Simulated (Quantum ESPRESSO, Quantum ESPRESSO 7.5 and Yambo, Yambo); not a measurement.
# AlAs (F-43m): G0W0 with and without spin-orbit coupling

Wanted: the effect of spin-orbit coupling on the quasiparticle gap of AlAs (F-43m).

Program: Quantum ESPRESSO 7.5 and Yambo 5.3.0. Level of theory: PBE and many-body steps on it, plane waves. Results are calculated unless marked as measured.

**The experiments to reproduce.**

- Gap 3.018 eV: lowest direct gap at Gamma; earlier measurement quoted from literature, technique not stated; 300 K; bulk crystal (pure AlAs, literature value used as model input) (quoted in “Simultaneous Measurement of Mid-Infrared Refractive Indices in Thin-Film Heterostructures: Methodology and Results for GaAs/AlGaAs”, 2023, arxiv:2301.08293).

This is a report of a sequence of runs, with most program output left out.

### Step 1. The starting structure

It takes space group F-43m (No. 216, cubic). Conventional cell: a = 5.661 Å, b = 5.661 Å, c = 5.661 Å, α = 90.00°, β = 90.00°, γ = 90.00°. Al has 4 As at 2.45 Å nearest. Nearest to As lie 4 Al at 2.45 Å. Farther neighbours are not listed.

The cell and positions come from the Crystallography Open Database and are kept as given unless a step says otherwise.

### Step 2. Empty states on the mesh, 4×4×4 mesh, 231 bands

This step: Quantum ESPRESSO 7.5; DFT, PBE, plane waves, norm-conserving pseudopotentials.

The sums over transitions need many empty states on a uniform mesh; this step solves for them.

Contents of pw.in:

```
&control
  calculation = 'nscf'
  prefix = 'x'
  outdir = 'o'
  pseudo_dir = 'pseudo'
/
&system
  ibrav = 0
  nat = 2
  ntyp = 2
  ecutwfc = 100.0
  nbnd = 231
  force_symmorphic = .true.
/
&electrons
  conv_thr = 1e-9
  electron_maxstep = 80
  diago_full_acc = .true.
  diago_thr_init = 5e-6
/
ATOMIC_SPECIES
  Al 26.982 Al.upf
  As 74.922 As.upf
CELL_PARAMETERS angstrom
  0.0000000000 2.8304000000 2.8304000000
  2.8304000000 0.0000000000 2.8304000000
  2.8304000000 2.8304000000 -0.0000000000
ATOMIC_POSITIONS crystal
  Al 0.0000000000 0.0000000000 0.0000000000
  As 0.2500000000 0.2500000000 0.2500000000
K_POINTS automatic
  4 4 4 0 0 0
```

Started as:

```bash
OMP_NUM_THREADS=1 mpirun -n 4 pw.x -nk 4 -in pw.in > pw.out
```

Run time: 27 s. Hardware: 4 MPI ranks of Arm Neoverse V1, shared host; peak memory 0.62 GiB.

Numbers from this step:

```yaml
gap: 1.438 eV
k_of_the_valence_top: 0, 0, 0
k_of_the_conduction_bottom: 0, -0.5, -0.5
least_direct_gap: 2.050 eV
k_points_computed: 8
lowest_point_of_the_top_converged_band_above_the_valence_top: 153.2794 eV
```

On this mesh the gap is 1.438 eV.

The density comes from a self-consistent run that is not shown.

### Step 3. Conversion and set-up

This step: Yambo 5.3.0; conversion and set-up on PBE, plane waves, norm-conserving pseudopotentials.

The states are converted to the many-body program's format and the q mesh is built.

Started as:

```bash
(cd o/x.save; p2y > p2y.log; mv SAVE ../..); yambo > setup.log
```

Run time: 3.1 s. Hardware: 1 MPI rank; peak memory 0.25 GiB.

### Step 4. Scalar-relativistic

Now the one-shot GW correction: screening in the RPA, then the self-energy of the levels asked for.

This step: G0W0 on PBE, plane waves, norm-conserving pseudopotentials.

Contents of gw1.in:

```
HF_and_locXC
gw0
dyson
ppa
em1d
rim_cut
RandQpts= 1000000
RandGvec= 1 RL
EXXRLvcs= 100 Ry
VXCRLvcs= 400 Ry
Chimod= "HARTREE"
% BndsRnXp
 1 | 231 |
%
NGsBlkXp= 17 Ry
% LongDrXp
 1 | 1 | 1 |
%
% GbndRnge
 1 | 231 |
%
DysSolver= "n"
ExtendOut
PPAPntXp= 27.21138 eV
% QPkrange
 1 | 1 | 12 | 15 |
 7 | 7 | 12 | 15 |
%
```

Started as:

```bash
OMP_NUM_THREADS=1 mpirun -n 4 yambo -F gw1.in -J gw1 -C gw1 > gw1.log
```

The job ended after 5.4 min (4 MPI ranks; peak memory 2 GiB).

Numbers from this step:

```
G0W0 gap on the points computed              : 2.048 eV
starting gap on the mesh                     : 1.438 eV
k of the valence top                         : 0, 0, 0
k of the conduction bottom                   : 0, -0.5, -0.5
least direct G0W0 gap on the computed points : 2.845 eV
Z at the valence top                         : 0.7873
Z at the conduction bottom                   : 0.8044
```

The gap on the mesh goes from 1.44 eV to 2.05 eV, a correction of +0.61 eV.

### Step 5. Empty states on the mesh, 4×4×4 mesh, 462 bands

This step: Quantum ESPRESSO 7.5; DFT, PBE with spin-orbit coupling, plane waves, norm-conserving pseudopotentials.

pw.in, as its differences from that of step 2:

```diff
@@ -11,4 +11,6 @@
   ecutwfc = 100.0
-  nbnd = 231
+  nbnd = 462
   force_symmorphic = .true.
+  noncolin = .true.
+  lspinorb = .true.
 /
```

Started as:

```bash
OMP_NUM_THREADS=1 mpirun -n 4 pw.x -nk 4 -in pw.in > pw.out
```

Elapsed: 2.9 min, on 4 MPI ranks; peak memory 1.9 GiB; 11 min of CPU time.

This step gave:

```
gap                                                           : 1.339 eV
k of the valence top                                          : 0, 0, 0
k of the conduction bottom                                    : 0, -0.5, -0.5
least direct gap                                              : 1.955 eV
k points computed                                             : 8
lowest point of the top converged band, above the valence top : 153.1796 eV
```

On this mesh the gap is 1.339 eV.

The density comes from a self-consistent run that is not shown, made with spin-orbit coupling and fully relativistic files.

### Step 6. Conversion and set-up

This step: Yambo 5.3.0; conversion and set-up on PBE with spin-orbit coupling, plane waves, norm-conserving pseudopotentials.

Started as:

```bash
(cd o/x.save; p2y > p2y.log; mv SAVE ../..); yambo > setup.log
```

Run time: 4.2 s. Hardware: 1 MPI rank; peak memory 0.25 GiB.

### Step 7. With spin-orbit coupling

This step: G0W0 on PBE with spin-orbit coupling, plane waves, norm-conserving pseudopotentials.

Contents of gw4.in:

```
HF_and_locXC
gw0
dyson
ppa
em1d
rim_cut
RandQpts= 1000000
RandGvec= 1 RL
EXXRLvcs= 100 Ry
VXCRLvcs= 400 Ry
Chimod= "HARTREE"
% BndsRnXp
 1 | 462 |
%
NGsBlkXp= 17 Ry
% LongDrXp
 1 | 1 | 1 |
%
% GbndRnge
 1 | 462 |
%
DysSolver= "n"
ExtendOut
PPAPntXp= 27.21138 eV
% QPkrange
 1 | 1 | 23 | 30 |
 7 | 7 | 23 | 30 |
%
```

Started as:

```bash
OMP_NUM_THREADS=1 mpirun -n 4 yambo -F gw4.in -J gw4 -C gw4 > gw4.log
```

Elapsed: 25 min, on 4 MPI ranks; peak memory 4.8 GiB.

Numbers from this step:

| Property | Result |
| --- | --- |
| G0W0 gap on the points computed | 1.949 eV |
| starting gap on the mesh | 1.339 eV |
| k of the valence top | 0, 0, 0 |
| k of the conduction bottom | 0, -0.5, -0.5 |
| least direct G0W0 gap on the computed points | 2.750 eV |
| Z at the valence top | 0.7878 |
| Z at the conduction bottom | 0.8043 |

Against G0W0 in Yambo (4×4×4 mesh, 231 bands, screening to 231.3 eV, Godby-Needs plasmon pole), the gap moves by −0.099 eV.

### Step 8. The runs together

Times are wall times on 4 MPI ranks of Arm Neoverse V1, shared host, good to a factor of about two.

```csv
run,mesh,bands,screening cutoff (eV),DFT gap (eV),gap on the mesh (eV),direct (eV),time
scalar-relativistic,4×4×4,231,231.3,1.438,2.048,2.845,5.4 min
with spin-orbit coupling,4×4×4,462,231.3,1.339,1.949,2.750,25 min
```

### Step 9. Outcome

| Property | Result |
| --- | --- |
| scalar-relativistic | 2.048 eV |
| with spin-orbit coupling | 1.949 eV |
| known limits | not at the basis limit; no spin-orbit coupling in some runs; coarse k mesh |

What this shows: With spin-orbit coupling: −0.099 eV against scalar-relativistic, −0.099 eV of it in the start. Against experiment, by with spin-orbit coupling: the direct gap of 2.75 eV lies −0.27 eV from the measured 3.018 eV (direct, 300 K, quoted 2023). An exciton line or allowed optical edge lies below the quasiparticle gap by the binding energy; a forbidden edge can push the onset above it. These are gaps on the mesh, at modest bands and cutoff. The calculation has static nuclei and no excitons; a measured gap holds zero-point and thermal motion, which mostly lowers it. Bands and cutoff are finite, so the gap is not at the basis limit. The miss can reach some tenths of an eV and take either sign; the mesh is an error of its own. In the G0W0 runs levels were corrected at 2 k points alone, so a gap called «on the mesh» is the least over those, and an edge elsewhere would be missed. The 4×4×4 mesh is coarse for this cell, which bears on the long-range parts of exchange and screening.

[Paths, hosts, dates, memory and timing lines, banners, echoed tables and standing remarks are left out of the program output.]

[Logs are printed without paths, hosts, clocks, repeated set-up lines and the standing remarks that a program may print on its own settings, such as how far it seeks lower states.]

[Runs of the session that timed out or met a known fault of the program may be left out.]

[Hosts, paths, dates, database ids (printed as entryN), source tags and the programs' standing remarks are cut or masked in the printed files.]
